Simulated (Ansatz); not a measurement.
**Eu (dhcp)**

Computed with Ansatz (plane waves, PAW, 500 eV cutoff): r²SCAN, scalar-relativistic, collinear spin, Γ-centred 12×12×4 mesh, 0.05 eV Gaussian smearing. The datasets are Ansatz's generated set soft_2.

```cif
data_structure
_symmetry_space_group_name_H-M 'P 1'
_symmetry_Int_Tables_number 1
_cell_length_a 3.9491
_cell_length_b 3.9491
_cell_length_c 12.6951
_cell_angle_alpha 90.000
_cell_angle_beta 90.000
_cell_angle_gamma 120.000
_cell_volume 171.46
loop_
_atom_site_label
_atom_site_type_symbol
_atom_site_fract_x
_atom_site_fract_y
_atom_site_fract_z
_atom_site_occupancy
Eu1 Eu 0.00000 0.00000 0.00000 1
Eu2 Eu 0.00000 0.00000 0.50000 1
Eu3 Eu 0.33333 0.66667 0.25000 1
Eu4 Eu 0.66667 0.33333 0.75000 1
```

At room temperature and ambient pressure Eu is bcc.

The geometry is fixed. Moments are started on Eu in several ways. Signs follow the order of those atoms.

The starts:
- ferromagnetic
- antiferromagnetic in the cell, signs ++--
- ferrimagnetic in the cell, signs +++-

Problem. Which start ends lowest?

Solution. Lowest: ferromagnetic, though «ferrimagnetic in the cell, signs +++-» lies within 2.6 meV/atom, too near to part.

```
                                    start  largest typed moment (μB)  ΔE (meV/atom)  gap on the mesh (eV)  P (GPa)  final spin moments (μB)
                            ferromagnetic                      8.26*            0.0                 metal      0.0                  Eu 7.51
antiferromagnetic in the cell, signs ++--                       7.00           46.5                 metal      0.4           Eu 7.21, -7.11
    ferrimagnetic in the cell, signs +++-                       7.00            2.6                 metal      0.1     Eu 7.26, 7.49, -7.29
```

A star marks runs that didn't start from the typed moments alone: the program put its own moment for the open shell in their place.

2 further starts are left out (unconverged or without a whole record).

These starts ended with a net moment, so they aren't compensated antiferromagnets: antiferromagnetic in the cell, signs ++--.

The program noted a lower state or an instability beside: antiferromagnetic in the cell, signs ++--. The lower rows of the table may be what it saw.

The atoms aren't at rest in: ferrimagnetic in the cell, signs +++- (forces up to 0.27 eV/Å), so relaxing would lower that row.

The cell was relaxed in the state of the first row, and its shape doesn't suit: antiferromagnetic in the cell, signs ++-- (uneven stress of 1.9 GPa).

Only orders that fit these small cells were tried, so the real crystal's order may be another.

Without a U the 4f levels of Eu lie too near the Fermi level, so their share of the states there, and what hangs on it, is overstated. These numbers lack spin–orbit coupling. Site moments are of spin, integrated over atomic spheres.
